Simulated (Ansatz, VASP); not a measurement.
**One calculation of BN, two programs**

```
CELL_PARAMETERS angstrom
0.00000 1.79537 1.79537
1.79537 0.00000 1.79537
1.79537 1.79537 0.00000
ATOMIC_POSITIONS crystal
B 0.00000 0.00000 0.00000
N 0.25000 0.25000 0.25000
```

Change from the starting cell: volume scaled by 0.98, ions relaxed.

Alike in both runs: functional PBE; k mesh 14 × 14 × 14; occupations fermi-dirac, width 0.02 eV; no spin polarisation.

Ansatz relaxed the structure, and its values are those at the end. VASP's run is a single point on that final structure, the one shown.

|  | VASP | Ansatz |
| --- | --- | --- |
| version | VASP 6.6.1 | Ansatz 0.2.0 |
| potentials or method | VASP PAW PBE potentials, release 64 (B, N) | plane-wave PAW, scalar-relativistic |
| plane-wave cutoff (eV) | 520 | 420 |
| valence electrons in the cell | 8 | 8 |

Ansatz gave:

* gap on the k mesh at the Fermi level (eV): 4.49
* pressure (GPa): 11.0

**Question.** Estimate VASP's values.

**Answer.** gap on the k mesh at the Fermi level (eV): 4.48; pressure (GPa): 11.4.

Ansatz warned: «stress_scf_threshold_loose».

A k mesh can miss the band edges.
